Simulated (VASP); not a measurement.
# CdSe: convergence, self-consistent run

CdSe, P1 (no. 1), 2 atoms in the cell. PBE; PAW potentials Cd, Se (PBE set). VASP 6.6.1. The atoms are moved at random off their ideal places.

Wanted: energy within 1 meV/atom; forces within 0.005 eV/Å; pressure within 0.1 GPa.

POSCAR:
```
CdSe
1.0
    0.0000000000      3.0702711986      3.0702711986
    3.0702711986      0.0000000000      3.0702711986
    3.0702711986      3.0702711986      0.0000000000
Cd Se
1 1
Direct
    0.0045730000     -0.0040460000     -0.0012710000
    0.2469020000      0.2480020000      0.2529230000
```

## One numerical tag moved

| One numerical tag moved | Energy less reference (meV/atom) | Forces, largest deviation (eV/Å) | Pressure (GPa) | SCF iterations | Time (s) |
|---|---|---|---|---|---|
| default | 0.0 | 0.0000 | 1.59 | 14 | 38 |
| LASYNC = T | 0.0 | 0.0000 | 1.59 | 14 | 38 |
| LDIAG = F | 0.0 | 0.0000 | 1.59 | 13 | 42 |
| LMAXPAW = -1 | 2.1 | 0.0006 | 1.51 | 14 | 41 |
| NBLK = 64 | 0.0 | 0.0000 | 1.59 | 14 | 41 |
| EBREAK = 0.0001 | 0.0 | 0.0000 | 1.59 | 16 | 40 |
| DEPER = 0.05 | 0.0 | 0.0000 | 1.59 | 14 | 51 |
| DEPER = 0.6 | 0.0 | 0.0000 | 1.59 | 14 | 40 |
| RANDOM_GENERATOR = pcg_32 | 0.0 | 0.0000 | 1.59 | 14 | 44 |

Chosen: default; no other choice that stays within half of the tolerance saves 30 % of the time.

## The input

INCAR:
```
SYSTEM = CdSe
PREC = Accurate
ENCUT = 520
EDIFF = 1E-7
ISMEAR = 0
SIGMA = 0.02
LREAL = .False.
LASPH = .True.
ALGO = Normal
NELM = 100
ISIF = 2
LWAVE = .False.
LCHARG = .False.
```

KPOINTS:
```
k-points
0
Gamma
  6 6 6
```

Commands:
```
cat potpaw_PBE.64/Cd/POTCAR potpaw_PBE.64/Se/POTCAR > POTCAR
mpirun -np 1 vasp_std > vasp.out
```

The chosen input took VASP 6.6.1 38 s on 1 core (AMD EPYC 9R45 (Zen 5)), a shared host.

## An input that fails: LMAXPAW = -1 without LASPH

It runs to its end, but against the unchanged starting input it is off by 2.1 meV/atom in the energy, 0.0006 eV/Å in the forces, 0.08 GPa in the pressure.

Changes against the starting input:
```
- LASPH = True
+ LASPH = False
+ LMAXPAW = -1
```
